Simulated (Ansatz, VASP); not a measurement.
**Cu in VASP and in Ansatz**

File INCAR:

```
SYSTEM = Cu
PREC = Accurate
ENCUT = 520
EDIFF = 1E-7
ISMEAR = 0
SIGMA = 0.15
LREAL = .FALSE.
LASPH = .TRUE.
NELM = 60
ALGO = Fast
ISIF = 2
LWAVE = .FALSE.
LCHARG = .FALSE.
GGA = PS
NBANDS = 18
```

File KPOINTS:

```
Automatic mesh
0
G
  24 24 12
  0 0 0
```

POSCAR

```
Cu
1.0
    2.5340966698      0.0000000000      0.0000000000
   -1.2670483349      2.1945920917      0.0000000000
    0.0000000000      0.0000000000      4.1845409925
Cu
2
Direct
    0.3333333333      0.6666666667      0.2500000000
    0.6666666667      0.3333333333      0.7500000000
```

Input for Ansatz:

```yaml
crystal:
  lattice:
    - [2.5340966698, 0.0, 0.0]
    - [-1.2670483349, 2.1945920917, 0.0]
    - [0.0, 0.0, 4.1845409925]
  atoms:
    - { symbol: Cu, position: [0.3333333333, 0.6666666667, 0.25] }
    - { symbol: Cu, position: [0.6666666667, 0.3333333333, 0.75] }
basis:
  ecutwfc: 420
kpoints:
  mp_grid: { grid: [24, 24, 12] }
hamiltonian:
  xc: pbesol
scf:
  occupations: { method: gaussian, width: 0.15 }
output:
  forces: true
  stress: true
  eigenvalues: true
```

Change from the starting cell: strain +0.0175 x Voigt [0, 0, 1, 0, 0, 0], atoms carried along.

Alike in both runs: task single point; functional PBEsol; k mesh 24 × 24 × 12; occupations gaussian, width 0.15 eV; no spin polarisation.

```csv
,VASP,Ansatz
version,VASP 6.6.1,Ansatz 0.2.0
potentials or method,"VASP PAW PBE potentials, release 64 (Cu)","scalar-relativistic, plane waves, PAW"
plane-wave cutoff (eV),520,420
valence electrons in the cell,22,38
```

```tsv
	VASP	Ansatz	Ansatz less VASP
gap on the k mesh at the Fermi level (eV)	none	none	-
pressure (GPa)	-3.5	-4.2	-0.71
largest component of the traceless stress (GPa)	0.87	0.85	-0.011
```

A gap of «none» marks a metal or a gap that the smearing closes. With one functional, cell and mesh, what is left measures potentials, basis and numerics. The two sets of potentials don't hold the same shells in valence.

Caveats: the PAW data sets were made with another functional, which shifts forces and pressure a little (VASP).
